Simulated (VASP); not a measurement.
# Ti (P6_3/mmc) in VASP: notebook

One crystal, Ti, is run at these levels: r2SCAN, LDA; tasks: relaxation of cell and atoms.

All numbers are computed with VASP 6.6.1; they aren't measurements. Logs are shortened: lines on timing, memory, paths and dates and some standing lists are left out, and cuts for length are marked.

### Step 1. The structure

The structure is hexagonal, space group P6_3/mmc (No. 194). Conventional cell: a = 2.938 Å, b = 2.938 Å, c = 4.646 Å, α = 90.00°, β = 90.00°, γ = 120.00°. Around Ti (site symmetry -6m2) lie 12 Ti at 2.88 to 2.94 Å.

### Step 2. Relaxation of cell and atoms, r2SCAN

INCAR reads:

```
SYSTEM = Ti
  ALGO = Normal
  EDIFF = 1E-7
  EDIFFG = -0.005
  ENCUT = 600
  IBRION = 2
  ISIF = 3
  ISMEAR = 1
  LASPH = .TRUE.
  LCHARG = .FALSE.
  LMIXTAU = .TRUE.
  LREAL = .FALSE.
  LWAVE = .FALSE.
  METAGGA = R2SCAN
  NELM = 80
  NSW = 90
  PREC = Accurate
  SIGMA = 0.1
```

KPOINTS reads:

```
k-points
0
G
  18 18 9
  0 0 0
```

POSCAR reads:

```
Ti                                      
1.0
    2.9376997859     -0.0000000000      0.0000000000
   -1.4688498930      2.5441226433     -0.0000000000
    0.0000000000      0.0000000000      4.6456730451
  Ti            
     2
Direct
     0.3333333332999970    0.6666666667000030    0.2500000000000000
     0.6666666667000030    0.3333333332999970    0.7500000000000000
```

Potentials or basis: VASP PAW PBE potentials, release 64 (Ti_sv).

Launch:

```
$ cat potpaw_PBE.64/Ti_sv/POTCAR > POTCAR
$ mpirun -np 1 vasp_std > vasp.out
```

OUTCAR:

```text
SYSTEM = Ti
   EDIFF = 1E-7
   EDIFFG = -0.005
   ENCUT = 600
   IBRION = 2
   ISIF = 3
   ISMEAR = 1
   LASPH = .TRUE.
   LREAL = .FALSE.
   METAGGA = R2SCAN
   NELM = 80
   NSW = 90
   PREC = Accurate

 ion  position               nearest neighbor table
   1  0.333  0.667  0.250-   2 2.88   2 2.88   2 2.88   2 2.88   2 2.88   2 2.88
   2  0.667  0.333  0.750-   1 2.88   1 2.88   1 2.88   1 2.88   1 2.88   1 2.88

  LATTYP: Found a hexagonal cell.
 ALAT       =     2.9376997859
 C/A-ratio  =     1.5813981631

  Lattice vectors:

 A1 = (   2.9376997859,   0.0000000000,   0.0000000000)
 A2 = (  -1.4688498930,   2.5441226433,   0.0000000000)
 A3 = (   0.0000000000,   0.0000000000,   4.6456730451)

Analysis of symmetry for initial positions (statically):
=====================================================================
 Subroutine PRICEL returns:
 Original cell was already a primitive cell.

 Routine SETGRP: Setting up the symmetry group for a
 hexagonal supercell.

 Subroutine GETGRP returns: Found 24 space group operations
 (whereof 12 operations were pure point group operations)
 out of a pool of 24 trial point group operations.

The static configuration has the point symmetry D_3d.
 The point group associated with its full space group is D_6h.

Analysis of symmetry for dynamics (positions and initial velocities):
=====================================================================
 Subroutine PRICEL returns:
 Original cell was already a primitive cell.

 Routine SETGRP: Setting up the symmetry group for a
 hexagonal supercell.

 Subroutine GETGRP returns: Found 24 space group operations
 (whereof 12 operations were pure point group operations)
 out of a pool of 24 trial point group operations.

The dynamic configuration has the point symmetry D_3d.
 The point group associated with its full space group is D_6h.

 Subroutine INISYM returns: Found 24 space group operations
 (whereof 12 operations are pure point group operations),
 and found     1 'primitive' translations

----------------------------------------------------------------------------------------

                                     Primitive cell

  volume of cell :      34.7211

  direct lattice vectors                    reciprocal lattice vectors
[... 92 lines left out ...]
   NFREE  =      1    steps in history (QN), initial steepest desc. (CG)
   ISIF   =      3    stress and relaxation
   ISYM   =      2    0-nonsym 1-usesym 2-fastsym
   POTIM  = 0.5000    time-step for ionic-motion
   TEBEG  =    0.0;   TEEND  =   0.0 temperature during run
   PSTRESS=    0.0 pullay stress
   NELECT =      24.0000    total number of electrons
   NUPDOWN=      -1.0000    fix difference up-down
   EMIN   =  10.00;   EMAX   =-10.00  energy-range for DOS
   EFERMI =   0.00;   METHOD = LEGACY
   ISMEAR =     1;   SIGMA  =   0.10  broadening in eV -4-tet -1-fermi 0-gaus
   EFERMI_NEDOS =   21; number of points for ismear=-14 and -15
   IALGO  =     38    algorithm
   IMIX   =      4    mixing-type and parameters
     AMIX     =   0.40;   BMIX     =  1.00
     AMIX_MAG =   1.60;   BMIX_MAG =  1.00
  volume/ion in A,a.u.               =      17.36       117.15
  Fermi-wavevector in a.u.,A,eV,Ry     =   1.447484  2.735349 28.507076  2.095211
  Thomas-Fermi vector in A             =   2.565434
   LORBIT       =      0    0 simple, 1 ext, 2 COOP (PROOUT), +10 PAW based schemes
   METAGGA = R2SCAN    functional components
   LHFCALC =     F    Hartree Fock is set to
   AEXX    =    0.0000 exact exchange contribution
   IVDW    =     0    specifies the selected vdW correction
   LEPSILON=     F    determine dielectric tensor
   LRPA    =     F    only Hartree local field effects (RPA)
 conjugate gradient relaxation of ions
 non-spin polarized calculation
 Methfessel and Paxton  Order N= 1 SIGMA  =   0.10
  energy-cutoff  :      600.00
  volume of cell :       34.72
 maximum number of plane-waves:      1182
 NGX is ok and might be reduce to    24
   NGX = 11   NGY = 11   NGZ = 19

--------------------------------------- Ionic step        1  -------------------------------------------

 number of electron      23.9999994 magnetization

 Free energy of the ion-electron system (eV)
  ---------------------------------------------------
  ext. energy  EPLUGINS =         0.00000000
  ---------------------------------------------------
  free energy    TOTEN  =       -25.90131845 eV

  energy without entropy =      -25.90199073  energy(sigma->0) =      -25.90154254

------------------------ aborting loop because EDIFF is reached ----------------------------------------

  FORCE on cell =-STRESS in cart. coord.  units (eV):
  Direction    XX          YY          ZZ          XY          YZ          ZX
  --------------------------------------------------------------------------------------
  -------------------------------------------------------------------------------------
  Total        0.0189653      0.0189653     -0.0150497     -0.0000000      0.0000000     -0.0000000
  in kB        0.8751375      0.8751375     -0.6944550     -0.0000000      0.0000000     -0.0000000
  external PRESSURE =       0.3519400 kB  Pullay stress =       0.0000000 kB
[... 95 lines left out ...]
--------------------------------------- Ionic step        4  -------------------------------------------

 number of electron      23.9999994 magnetization

 Free energy of the ion-electron system (eV)
  ---------------------------------------------------
  ext. energy  EPLUGINS =         0.00000000
  ---------------------------------------------------
  free energy    TOTEN  =       -25.90133566 eV

  energy without entropy =      -25.90201969  energy(sigma->0) =      -25.90156367

 E-fermi :   8.4077     XC(G=0): -12.3980

 val. band max:        8.4041134445   @ k =   0.1111   0.1111   0.3333
 cond. band min:       8.4163599031   @ k =   0.1667  -0.0000   0.0000
 fundamental gap:      0.0122464586
 Fermi energy:         8.4077252839

 k-point     1 :       0.0000    0.0000    0.0000
  band No.  band energies     occupation
      1     -50.8412      2.00000
      2     -50.6959      2.00000
      3     -26.4063      2.00000
      4     -25.7354      2.00000
      5     -25.7353      2.00000
      6     -25.6648      2.00000
[... 433 lines left out ...]
      3     -26.1956      2.00000
      4     -26.0862      2.00000
      5     -26.0713      2.00000
      6     -25.9074      2.00000
[... 8 lines left out ...]
     15       9.6733     -0.00000
     16      11.6806      0.00000

 [... further k-points ...]
[... 5 lines left out ...]
  --------------------------------------------------------------------------------------
  -------------------------------------------------------------------------------------
  Total        0.0033021      0.0033021      0.0040321     -0.0000000      0.0000000      0.0000000
  in kB        0.1523477      0.1523477      0.1860240     -0.0000000      0.0000000      0.0000000
  external PRESSURE =       0.1635731 kB  Pullay stress =       0.0000000 kB
[... 17 lines left out ...]
  FREE ENERGIE OF THE ION-ELECTRON SYSTEM (eV)
  ---------------------------------------------------
  free  energy   TOTEN  =       -25.9013356606 eV

  energy  without entropy=      -25.9020196862  energy(sigma->0) =      -25.90156367

 reached required accuracy - stopping structural energy minimisation
```

OSZICAR:

```text
N       E                     dE             d eps       ncg     rms          rms(c)
DAV:   1     0.259300611173E+03    0.25930E+03   -0.15102E+04  5920   0.210E+03
DAV:   2    -0.179569349350E+01   -0.26110E+03   -0.25961E+03  6088   0.537E+02
DAV:   3    -0.330594463777E+02   -0.31264E+02   -0.30996E+02 11736   0.148E+02
[... 51 lines left out ...]
DAV:   6    -0.259013335795E+02    0.16336E-05   -0.67584E-06  6040   0.337E-02    0.327E-03
DAV:   7    -0.259013360788E+02   -0.24992E-05   -0.34830E-07  5752   0.645E-03    0.152E-03
DAV:   8    -0.259013352730E+02    0.80572E-06   -0.96197E-08  3424   0.499E-03    0.496E-04
DAV:   9    -0.259013359216E+02   -0.64852E-06   -0.31860E-08  3096   0.288E-03    0.208E-04
DAV:  10    -0.259013357205E+02    0.20104E-06   -0.98090E-09  3056   0.154E-03    0.508E-05
DAV:  11    -0.259013356606E+02    0.59911E-07   -0.54599E-09  3048   0.108E-03
   4 F= -.25901336E+02 E0= -.25901564E+02  d E =-.212759E-05
```

It took 12 min on 1 thread of Intel Xeon Platinum 8488C (Sapphire Rapids), shared host; peak memory 0.25 GiB.

Results:

* Free energy: -25.9013 eV
* Relaxed volume: 17.36 Å³/atom
* Relaxed cell: a = 2.939 Å, b = 2.939 Å, c = 4.641 Å, α = 90.00°, β = 90.00°, γ = 120.00°
* Space group after relaxing (to 0.05 Å): P6_3/mmc (No. 194)
* Energy gained by relaxing: 0.0 meV/atom
* Ionic steps: 4
* Pressure after relaxing: 0.0 GPa
* Band gap on the k mesh: none (metal or under the smearing width)

Final structure:
```
CELL_PARAMETERS angstrom
2.93929 0.00000 0.00000
-1.46964 2.54550 0.00000
0.00000 0.00000 4.64146
ATOMIC_POSITIONS crystal
Ti 0.33333 0.66667 0.25000
Ti 0.66667 0.33333 0.75000
```

Caveat: the PAW data sets were made with another functional, which shifts forces and pressure a little.

### Step 3. Relaxation of cell and atoms, LDA

This run uses another cell than the first one, of 17.64 Å³/atom, 1.016 times its volume.

INCAR reads:

```
SYSTEM = Ti
PREC = Accurate
ENCUT = 600
EDIFF = 1E-6
ISMEAR = 1
SIGMA = 0.1
LREAL = .FALSE.
LASPH = .TRUE.
NELM = 80
ALGO = Normal
ISIF = 3
LWAVE = .FALSE.
LCHARG = .FALSE.
IBRION = 2
NSW = 90
EDIFFG = -0.01
```

KPOINTS reads:

```
Automatic mesh
0
G
  18 18 9
  0 0 0
```

POSCAR reads:

```
Ti
1.0
    2.9500000000      0.0000000000      0.0000000000
   -1.4750000000      2.5547749412      0.0000000000
    0.0000000000      0.0000000000      4.6800000000
Ti
2
Direct
    0.3333333333      0.6666666667      0.2500000000
    0.6666666667      0.3333333333      0.7500000000
```

Potentials or basis: VASP PAW LDA potentials, release 64 (Ti_sv).

Launch:

```
$ cat potpaw_LDA.64/Ti_sv/POTCAR > POTCAR
$ mpirun -np 1 vasp_std > vasp.out
```

Run time: 2.2 min. Hardware: 1 thread of Intel Xeon 6975P-C (Granite Rapids), shared host; peak memory 0.23 GiB.

The run converged. Its results:

```
Free energy                            : -17.0998 eV
Relaxed volume                         : 16.08 Å³/atom
Relaxed cell                           : a = 2.861 Å, b = 2.861 Å, c = 4.536 Å, α = 90.00°, β = 90.00°, γ = 120.00°
Space group after relaxing (to 0.05 Å) : P6_3/mmc (No. 194)
Energy gained by relaxing              : 51.7 meV/atom
Ionic steps                            : 5
Pressure after relaxing                : 0.0 GPa
Band gap on the k mesh                 : none (metal or under the smearing width)
```

Stress tensor (GPa, compression positive):
```
-0.06  0.00  0.00
 0.00 -0.06  0.00
 0.00  0.00  0.04
```

Step by step:
```csv
step,energy change (eV),largest force (eV/Å),pressure (GPa),volume (Å³)
1,0.0000,0.0000,-9.89,35.27
2,-0.0406,0.0000,9.76,30.00
3,-0.1033,0.0000,-0.07,32.18
4,-0.1033,0.0000,0.10,32.12
5,-0.1033,0.0000,-0.03,32.16
```

Final structure:
```
Ti
1.0
     2.86121    0.00000    0.00000
    -1.43060    2.47788    0.00000
     0.00000    0.00000    4.53605
Ti
2
Direct
  0.33333 0.66667 0.25000
  0.66667 0.33333 0.75000
```

Levels at points of the mesh, in eV from the Fermi level:
| k point | band 8 | band 9 | band 10 | band 11 | band 12 | band 13 | band 14 | band 15 | band 16 |
| --- | --- | --- | --- | --- | --- | --- | --- | --- | --- |
| (0.00, 0.00, 0.00) | -32.18 | -6.31 | -2.89 | 0.76 | 0.76 | 0.90 | 1.09 | 1.32 | 1.32 |
| (0.50, 0.00, 0.00) | -32.27 | -2.44 | -2.42 | -2.08 | -0.47 | 0.43 | 0.66 | 1.26 | 3.65 |

### Step 4. Relaxation of cell and atoms, LDA

This run uses another cell than the first one, of 16.08 Å³/atom, 0.926 times its volume.

INCAR: that of step 3 with these lines changed.

```diff
@@ -3,3 +3,3 @@
 ENCUT = 600
-EDIFF = 1E-6
+EDIFF = 1E-7
 ISMEAR = 1
@@ -15,2 +15,2 @@
 NSW = 90
-EDIFFG = -0.01
+EDIFFG = -0.005
```

KPOINTS is that of step 3.

POSCAR reads:

```
Ti                                      
1.0
    2.8612079693      0.0000000000     -0.0000000000
   -1.4306039846      2.4778787869     -0.0000000000
   -0.0000000000      0.0000000000      4.5360494594
  Ti            
     2
Direct
     0.3333333332999970    0.6666666667000030    0.2500000000000000
     0.6666666667000030    0.3333333332999970    0.7500000000000000
```

Launch:

```
$ cat potpaw_LDA.64/Ti_sv/POTCAR > POTCAR
$ mpirun -np 1 vasp_std > vasp.out
```

It took 47 s on 1 thread of Intel Xeon 6975P-C (Granite Rapids), shared host; peak memory 0.22 GiB.

It converged, with:

* Free energy: -17.0986 eV
* Relaxed volume: 16.08 Å³/atom
* Relaxed cell: a = 2.861 Å, b = 2.861 Å, c = 4.538 Å, α = 90.00°, β = 90.00°, γ = 120.00°
* Space group after relaxing (to 0.05 Å): P6_3/mmc (No. 194)
* Energy gained by relaxing: 0.0 meV/atom
* Ionic steps: 2
* Pressure after relaxing: 0.0 GPa
* Band gap on the k mesh: none (metal or under the smearing width)

Final structure:
```cif
data_structure
_symmetry_space_group_name_H-M 'P 1'
_symmetry_Int_Tables_number 1
_cell_length_a 2.8605
_cell_length_b 2.8605
_cell_length_c 4.5376
_cell_angle_alpha 90.000
_cell_angle_beta 90.000
_cell_angle_gamma 120.000
_cell_volume 32.16
loop_
_atom_site_label
_atom_site_type_symbol
_atom_site_fract_x
_atom_site_fract_y
_atom_site_fract_z
_atom_site_occupancy
Ti1 Ti 0.33333 0.66667 0.25000 1
Ti2 Ti 0.66667 0.33333 0.75000 1
```

Levels at points of the mesh, in eV from the Fermi level:
| k point | band 10 | band 11 | band 12 | band 13 | band 14 | band 15 |
| --- | --- | --- | --- | --- | --- | --- |
| (0.00, 0.00, 0.00) | -2.89 | 0.77 | 0.77 | 0.89 | 1.08 | 1.32 |
| (0.50, 0.00, 0.00) | -2.42 | -2.08 | -0.47 | 0.43 | 0.66 | 1.25 |
